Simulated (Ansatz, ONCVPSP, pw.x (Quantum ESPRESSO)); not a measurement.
arsenic (As) (sc): variants of one ONCV potential in the solid

| Item | Value |
| --- | --- |
| Element | arsenic |
| Generator | ONCVPSP 4.0.1.1 (patched build) |
| Type | optimised norm-conserving Vanderbilt (ONCV) |
| Functional | PBE |
| Relativity | scalar-relativistic |
| Frozen core | [Ar] 3d10 |
| Valence charge | 5 |
| Reference configuration | 4s1.5 4p3.5 |
| Partial waves | 4s: rc 1.40 bohr, ncon 4, nbas 9, qcut 4.9 1/bohr, 1 projector; 4p: rc 1.90 bohr, ncon 4, nbas 8, qcut 4.9 1/bohr, 2 projectors, debl 1.8 Ha; d scattering state at 0.26 Ha: rc 2.00 bohr, ncon 4, nbas 8, qcut 4.3 1/bohr, 2 projectors, debl 3.4 Ha |
| Local potential | polynomial inside 1.10 bohr (lpopt 2, dvloc0 0 Ha) |
| Core correction | none |

Crystal test: sc As in pw.x 7.5, no spin, 12³ k-points, Fermi–Dirac smearing 0.01 Ry, cutoffs set for each file from its atomic test. The reference is all-electron LAPW (Ansatz 0.2.0) with the same functional, mesh and smearing; V0 and B0 come from Birch–Murnaghan fits to the pressures at five volumes. Errors are pseudo minus all-electron; Δ is the rms difference of the E(V) curves that follow from these fits, minima aligned, over ±6 % about the mean V0. Mesh and smearing are coarse, so the numbers serve the comparison and aren't converged zero-temperature values; the lattice is a test structure that the element need not adopt.

All-electron: a0 = 2.735 Å (V0 = 20.45 Å³/atom), B0 = 75.1 GPa.

Base: The generator flags a localised state at positive energy (s at 39 eV).

```csv
change,cutoffs (Ry),pw.x,a0 (Å),a0 error (%),B0 error (%),Δ (meV/atom),mean pressure error (GPa)
base,50/200,converged,2.732,-0.08,+1.5,0.8,-0.18
"all radii scaled by about 1.13 (s 1.58, p 2.16, d 2.26 bohr); local potential polynomial inside 1.24 bohr (lpopt 2, dvloc0 0 Ha)",40/160,converged,2.732,-0.10,+1.7,1.0,-0.22
d: rc 2.58,50/200,converged,2.732,-0.10,+1.5,1.0,-0.22
"local potential polynomial inside 1.14 bohr (lpopt 2, dvloc0 0 Ha)",50/200,converged,2.733,-0.07,+1.5,0.7,-0.17
"local potential polynomial inside 1.10 bohr (lpopt 2, dvloc0 5.5 Ha)",50/200,converged,2.734,-0.04,+1.3,0.4,-0.08
```

Problem. Give the row for: reference 4s2 4p2.5.

Solution. pw.x: converged; mean pressure error (GPa): -0.48; a0 (Å): 2.729; a0 error (%): -0.21; B0 error (%): +2.2; Δ (meV/atom): 2.1.
